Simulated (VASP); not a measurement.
A run of VASP 6.6.1:

File INCAR:

```
PREC = Accurate
ENCUT = 520
EDIFF = 1E-8
ISMEAR = 0
SIGMA = 0.1
LREAL = F
LASPH = T
NELM = 60
ALGO = Fast
ISIF = 3
LWAVE = F
LCHARG = F
GGA = CA
IBRION = 6
NFREE = 2
POTIM = 0.015
NSW = 1
```

KPOINTS

```
Automatic mesh
0
Gamma
  18 18 18
```

POSCAR

```
W                                       
1.0
   -1.5709907236      1.5709907236      1.5709907236
    1.5709907236     -1.5709907236      1.5709907236
    1.5709907236      1.5709907236     -1.5709907236
  W             
     1
Direct
     0.0000000000000000    0.0000000000000000    0.0000000000000000
```

Potentials or basis: VASP PAW LDA potentials, release 64 (W_sv).

The run is started by

```console
$ cat potpaw_LDA.64/W_sv/POTCAR > POTCAR
$ mpirun -np 1 vasp_std > vasp.out
```

Hardware: 1 thread of Intel(R) Xeon(R) 6975P-C (Granite Rapids), on a shared host.

Question: How long does it take, and how much memory?

Answer: Run time: 9.4 min on 1 thread of Intel(R) Xeon(R) 6975P-C (Granite Rapids), with other jobs on the host, peak memory 0.56 GiB. Counts: scf iterations 183, k points 195.
